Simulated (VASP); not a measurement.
Write the native input for VASP 6.6.1 that does the following.

```yaml
Task: single point
Functional: LDA
Potentials_or_basis: VASP PAW LDA potentials, release 64 (Li_sv, F)
Cutoff: 520 eV
k_mesh: 9 × 9 × 6
Occupations: gaussian, width 0.05 eV
Spin: no spin polarisation
Dipole_correction: no
Further_INCAR_settings: ALGO = Fast; EDIFF = 1e-06; NBANDS = 18
```

The structure of LiF lies in POSCAR:

```
LiF
1.0
    3.0609398175      0.0153046991      0.0000000000
   -1.5172156505      2.6431992919      0.0000000000
    0.0000000000      0.0000000000      4.8073245700
Li F
2 2
Direct
    0.3333333333      0.6666666667      0.3811542600
    0.6666666667      0.3333333333      0.8811542600
    0.3333333333      0.6666666667      0.9938437400
    0.6666666667      0.3333333333      0.4938437400
```

The cell comes from a database or a generator and needn't be the stable form of this composition.

The cell isn't the ideal one: strain +0.0100 x Voigt [0, 0, 0, 0, 0, 1], atoms carried along.

The input as run:

INCAR

```
PREC     = Accurate       # precision mode
ENCUT    = 520            # plane-wave cutoff, eV
EDIFF    = 1E-6           # SCF threshold, eV
ISMEAR   = 0              # smearing method
SIGMA    = 0.05           # smearing width, eV
LREAL    = F              # projectors in reciprocal space
LASPH    = T              # aspherical terms in the spheres
NELM     = 100            # most SCF steps
ALGO     = Fast           # electronic algorithm
ISIF     = 2              # what is computed and relaxed
LWAVE    = F              # write WAVECAR
LCHARG   = F              # write CHGCAR
GGA      = CA             # functional
NBANDS   = 18             # bands
```

KPOINTS

```
Automatic mesh
0
Gamma
  9 9 6
```

Potentials or basis: VASP PAW LDA potentials, release 64 (Li_sv, F).

Launch:

```sh
$ cat potpaw_LDA.64/Li_sv/POTCAR potpaw_LDA.64/F/POTCAR > POTCAR
$ mpirun -np 1 vasp_std > vasp.out
```

It gave:

```yaml
Largest_force: 0.031 eV/Å
Band_gap_on_the_k_mesh: 7.59 eV, direct
```

Caveat: an odd mesh through Γ misses points on the zone boundary, where band edges often lie.

Run time: 100 s on 1 thread of Intel(R) Xeon(R) Platinum 8488C (Sapphire Rapids), with other jobs on the host, peak memory 0.19 GiB.
